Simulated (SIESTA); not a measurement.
The system is Cd.

```
Cd
1.0
     2.97887    0.00000    0.00000
    -1.48944    2.57978    0.00000
     0.00000    0.00000    5.61765
Cd
2
Direct
  0.66667 0.33333 0.75000
  0.33333 0.66667 0.25000
```

Base run:

- Program: SIESTA 5.4.2
- Functional: PBE
- Potentials or basis: PseudoDojo 0.4 standard (PBE files)
- Basis: TZDP (energy shift 0.003 Ry; two zetas on semicore shells)
- Grid cutoff: 800 Ry
- Energy shift: 0.003 Ry
- k mesh: 10 × 10 × 5
- Occupations: fermi-dirac, width 0.05 eV
- Spin: no spin polarisation

Its results: band gap on the k mesh none (metal or under the smearing width); pressure 2.6 GPa.

**Question.** The run is repeated on the same cell with these changes: basis from TZDP (energy shift 0.003 Ry; two zetas on semicore shells) to SZP (energy shift 0.003 Ry). What comes out?

**Answer.** Band gap on the k mesh none (metal or under the smearing width); pressure 1.6 GPa.

Caveats: the basis of atomic orbitals isn't converged, which shifts pressures, moduli and gaps.
